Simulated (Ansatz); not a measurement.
Input, command and steps of an Ansatz relaxation.

```yaml
crystal:
  lattice:
    - [1.2597462304, 0.7273148252, 10.3668212012]
    - [-1.2597462304, 0.7273148252, 10.3668212012]
    - [0.0, -1.4546296504, 10.3668212012]
  atoms:
    - { symbol: C, position: [0.0248251803, 0.0248251803, 0.0248251803] }
    - { symbol: C, position: [0.9751748197, 0.9751748197, 0.9751748197] }
    - { symbol: C, position: [0.1086818836, 0.1086818836, 0.1086818836] }
    - { symbol: C, position: [0.8913181164, 0.8913181164, 0.8913181164] }
    - { symbol: C, position: [0.1583664656, 0.1583664656, 0.1583664656] }
    - { symbol: C, position: [0.8416335344, 0.8416335344, 0.8416335344] }
    - { symbol: C, position: [0.3748589408, 0.3748589408, 0.3748589408] }
    - { symbol: C, position: [0.6251410592, 0.6251410592, 0.6251410592] }
    - { symbol: C, position: [0.4253197623, 0.4253197623, 0.4253197623] }
    - { symbol: C, position: [0.5746802377, 0.5746802377, 0.5746802377] }
basis:
  ecutwfc: 420
kpoints:
  mp_grid: { grid: [12, 12, 12] }
hamiltonian:
  xc: pbe
  dispersion: d3bj
scf:
  occupations: { method: gaussian, width: 0.02 }
output:
  forces: true
  stress: true
  eigenvalues: true
relax:
  adjacent_minimum: "off"
  f_tol: 0.005
  max_steps: 50
  cell: { stress_tol: 0.05 }
```

```bash
ansatz run input.yaml --threads 2 --pin off --max-ram 5120MiB --backend cpu --events-out ev --progress --plain --runs-dir out
```

Level of theory: Ansatz 0.2.0, DFT PBE+D3(BJ), scalar-relativistic, plane waves, PAW.

Of 6 frames 5 are shown, positions in Å and forces in eV/Å; the SCF threshold varies from step to step. Steps run on the plane waves of an earlier cell, with a Pulay correction in the pressure. The basis is chosen afresh for the last frame, the zero of the energies, and at times for earlier ones too; energy and pressure step there, also at an unchanged geometry.

```xyz
10
Lattice="1.2597 0.7273 10.3668 -1.2597 0.7273 10.3668 0.0000 -1.4546 10.3668" Properties=species:S:1:pos:R:3:forces:R:3 pbc="T T T" step=1 free_energy_over_end_meV_per_atom=1.16 pressure_GPa=-5.34
C     0.0000    0.0000    0.7721    0.0000    0.0000    0.0017
C     0.0000    0.0000   30.3284    0.0000    0.0000   -0.0017
C     0.0000    0.0000    3.3801    0.0000    0.0000   -0.0011
C     0.0000    0.0000   27.7204    0.0000    0.0000    0.0011
C     0.0000    0.0000    4.9253    0.0000    0.0000    0.0004
C     0.0000    0.0000   26.1752    0.0000    0.0000   -0.0004
C     0.0000    0.0000   11.6583    0.0000    0.0000    0.0002
C     0.0000    0.0000   19.4422    0.0000    0.0000   -0.0002
C     0.0000    0.0000   13.2276    0.0000    0.0000    0.0003
C     0.0000    0.0000   17.8728    0.0000    0.0000   -0.0003
10
Lattice="1.2566 0.7255 10.3412 -1.2566 0.7255 10.3412 0.0000 -1.4510 10.3412" Properties=species:S:1:pos:R:3:forces:R:3 pbc="T T T" step=2 free_energy_over_end_meV_per_atom=-0.10 pressure_GPa=-2.05
C     0.0000    0.0000    0.7702    0.0000    0.0000    0.0000
C     0.0000    0.0000   30.2534    0.0000    0.0000    0.0000
C     0.0000    0.0000    3.3717    0.0000    0.0000    0.0005
C     0.0000    0.0000   27.6519    0.0000    0.0000   -0.0005
C     0.0000    0.0000    4.9131    0.0000    0.0000    0.0010
C     0.0000    0.0000   26.1105    0.0000    0.0000   -0.0010
C     0.0000    0.0000   11.6296    0.0000    0.0000   -0.0006
C     0.0000    0.0000   19.3940    0.0000    0.0000    0.0006
C     0.0000    0.0000   13.1948    0.0000    0.0000    0.0006
C     0.0000    0.0000   17.8287    0.0000    0.0000   -0.0006
10
Lattice="1.2547 0.7244 10.3250 -1.2547 0.7244 10.3250 0.0000 -1.4487 10.3250" Properties=species:S:1:pos:R:3:forces:R:3 pbc="T T T" step=3 free_energy_over_end_meV_per_atom=-0.44 pressure_GPa=0.03
C     0.0000    0.0000    0.7690    0.0000    0.0000   -0.0007
C     0.0000    0.0000   30.2061    0.0000    0.0000    0.0007
C     0.0000    0.0000    3.3664    0.0000    0.0000    0.0003
C     0.0000    0.0000   27.6086    0.0000    0.0000   -0.0003
C     0.0000    0.0000    4.9054    0.0000    0.0000   -0.0012
C     0.0000    0.0000   26.0697    0.0000    0.0000    0.0012
C     0.0000    0.0000   11.6115    0.0000    0.0000    0.0004
C     0.0000    0.0000   19.3636    0.0000    0.0000   -0.0004
C     0.0000    0.0000   13.1742    0.0000    0.0000   -0.0004
C     0.0000    0.0000   17.8009    0.0000    0.0000    0.0004
10
Lattice="1.2547 0.7244 10.3250 -1.2547 0.7244 10.3250 0.0000 -1.4487 10.3250" Properties=species:S:1:pos:R:3:forces:R:3 pbc="T T T" step=4 free_energy_over_end_meV_per_atom=0.00 pressure_GPa=-0.10
C     0.0000    0.0000    0.7690    0.0000    0.0000   -0.0009
C     0.0000    0.0000   30.2061    0.0000    0.0000    0.0009
C     0.0000    0.0000    3.3664    0.0000    0.0000    0.0005
C     0.0000    0.0000   27.6086    0.0000    0.0000   -0.0005
C     0.0000    0.0000    4.9054    0.0000    0.0000   -0.0012
C     0.0000    0.0000   26.0697    0.0000    0.0000    0.0012
C     0.0000    0.0000   11.6115    0.0000    0.0000    0.0003
C     0.0000    0.0000   19.3636    0.0000    0.0000   -0.0003
C     0.0000    0.0000   13.1742    0.0000    0.0000   -0.0003
C     0.0000    0.0000   17.8009    0.0000    0.0000    0.0003
10
Lattice="1.2545 0.7243 10.3246 -1.2545 0.7243 10.3246 0.0000 -1.4486 10.3246" Properties=species:S:1:pos:R:3:forces:R:3 pbc="T T T" step=6 free_energy_over_end_meV_per_atom=0.00 pressure_GPa=0.00
C     0.0000    0.0000    0.7689    0.0000    0.0000    0.0003
C     0.0000    0.0000   30.2047    0.0000    0.0000   -0.0003
C     0.0000    0.0000    3.3663    0.0000    0.0000   -0.0003
C     0.0000    0.0000   27.6074    0.0000    0.0000    0.0003
C     0.0000    0.0000    4.9052    0.0000    0.0000    0.0004
C     0.0000    0.0000   26.0685    0.0000    0.0000   -0.0004
C     0.0000    0.0000   11.6109    0.0000    0.0000   -0.0003
C     0.0000    0.0000   19.3627    0.0000    0.0000    0.0003
C     0.0000    0.0000   13.1735    0.0000    0.0000    0.0004
C     0.0000    0.0000   17.8001    0.0000    0.0000   -0.0004
```

It took 120 s on 2 threads of AMD EPYC 7R43 64-Core Processor (Zen 3) (shared host), peak memory 0.54 GiB.